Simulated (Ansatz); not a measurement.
Cu under changes of volume

One of the cells (11.810 Å³/atom); the others are scaled copies at fixed shape and fractional positions:

```
Cu
1.0
     0.00000    1.80750    1.80750
     1.80750    0.00000    1.80750
     1.80750    1.80750    0.00000
Cu
1
Direct
  0.00000 0.00000 0.00000
```

* Program: Ansatz 0.2.0
* Functional: HSE06
* Potentials or basis: Ansatz PAW
* Cutoff: 420 eV (not typed: the program's choice for these potentials)
* k mesh: 7 × 7 × 7
* Occupations: fermi-dirac, width 0.05 eV
* Spin: no spin polarisation

| volume (Å³/atom) | energy over the lowest point (meV/atom) | pressure (GPa) |
| --- | --- | --- |
| 11.102 | ? | ? |
| 11.338 | 13.86 | 7.8 |
| 11.574 | 4.78 | 4.5 |
| 11.810 | 0.42 | 1.6 |
| 12.047 | 0.00 | -1.0 |
| 12.283 | 3.20 | -3.3 |
| 12.519 | 9.70 | -5.4 |

Question: What does the run at 11.102 Å³/atom give?

Answer: Energy over the lowest point 28.16 meV/atom; pressure 11.6 GPa.

Worked out: A Birch-Murnaghan fit of order 3 (a polynomial in V^(-2/3)) to the other rows has its minimum at 11.95 Å³/atom with B0 = V·E''(V) = 130 GPa and B' = 4.9. It gives 28.00 meV/atom at 11.102 Å³/atom, against the run's 28.16, and -dE/dV = 11.5 GPa, against 11.6.

Energies are extrapolated to zero smearing.

Caveats: all runs use coarse meshes; the PAW data sets come from PBE, with cores solved anew for the run's functional, which leaves a small shift of forces and pressure; the thresholds are loose for stress.
